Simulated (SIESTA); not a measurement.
CsSnBr3 under changes of volume

One of the cells (40.611 Å³/atom); the others are scaled copies at fixed shape and fractional positions:

```xyz
5
Lattice="5.8777 0.0000 0.0000 0.0000 5.8777 0.0000 0.0000 0.0000 5.8777" Properties=species:S:1:pos:R:3 pbc="T T T"
Cs    0.0000    0.0000    0.0000
Sn    2.9388    2.9388    2.9388
Br    0.0000    2.9388    2.9388
Br    2.9388    2.9388    0.0000
Br    2.9388    0.0000    2.9388
```

The cell is a database's computed one.

| Item | Value |
| --- | --- |
| Program | SIESTA 5.4.2 |
| Functional | PBEsol |
| Potentials or basis | PseudoDojo 0.4 standard (PBEsol files) |
| Basis | DZP (energy shift 0.003 Ry; two zetas on semicore shells; d shell added on Cs) |
| Grid cutoff | 500 Ry |
| Energy shift | 0.003 Ry |
| k mesh | 5 × 5 × 5 |
| Occupations | fermi-dirac, width 0.05 eV |
| Spin | no spin polarisation |

```tsv
volume (Å³/atom)	energy over the lowest point (meV/atom)	pressure (GPa)	gap on the mesh (eV)
37.426	2.35	0.7	1.76
38.222	0.00	0.2	1.80
39.019	0.07	-0.2	1.83
40.611	?	?	?
41.408	12.52	-1.4	1.92
42.204	20.14	-1.7	1.95
```

Q: What does the run at 40.611 Å³/atom give?

A: Energy over the lowest point 6.59 meV/atom; pressure -1.0 GPa; gap on the mesh 1.89 eV.

Worked out: A Birch-Murnaghan fit of order 3 (a polynomial in V^(-2/3)) to the other rows has its minimum at 38.60 Å³/atom with B0 = V·E''(V) = 22 GPa and B' = 3.8. It gives 6.52 meV/atom at 40.611 Å³/atom, against the run's 6.59, and -dE/dV = -1.0 GPa, against -1.0. A straight line through the other rows of the gap, of slope 1.55 eV per unit of ln V (its deformation potential), gives 1.89 eV, against the run's 1.89.

Energies are extrapolated to zero smearing.

Caveats: spin-orbit coupling is left out, which moves the levels of the heavy elements; an odd mesh through Γ misses points on the zone boundary, where band edges often lie; the basis of atomic orbitals isn't converged, which shifts pressures, moduli and gaps.
